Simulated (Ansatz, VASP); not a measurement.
# Two plane-wave programs on Ru

```xyz
2
Lattice="2.1424 1.2369 1.7493 -2.1424 1.2369 1.7493 0.0000 -2.4739 1.7493" Properties=species:S:1:pos:R:3 pbc="T T T"
Ru    0.0000    0.0000    1.3119
Ru    0.0000    0.0000    3.9359
```

Alike in both runs: functional r2SCAN; k mesh 6 × 6 × 6; occupations gaussian, width 0.1 eV; no spin polarisation.

Ansatz relaxed the structure, and its values are those at the end. VASP's run is a single point on that final structure, the one shown.

|  | VASP | Ansatz |
| --- | --- | --- |
| version | VASP 6.6.1 | Ansatz 0.2.0 |
| potentials or method | VASP PAW PBE potentials, release 64 (Ru_pv) | scalar-relativistic, plane waves, PAW |
| plane-wave cutoff (eV) | 520 | 500 |
| valence electrons in the cell | 28 | 32 |

|  | VASP | Ansatz | Ansatz less VASP |
| --- | --- | --- | --- |
| gap on the k mesh at the Fermi level (eV) | none | none | - |
| pressure (GPa) | 1.4 | 0.0 | -1.39 |

A gap of «none» marks a metal or a gap that the smearing closes. The functional is the same, so the differences come from potentials, cutoffs and numerics. The two sets of potentials don't hold the same shells in valence.

Caveats: the PAW data sets were made with another functional, which shifts forces and pressure a little (VASP).
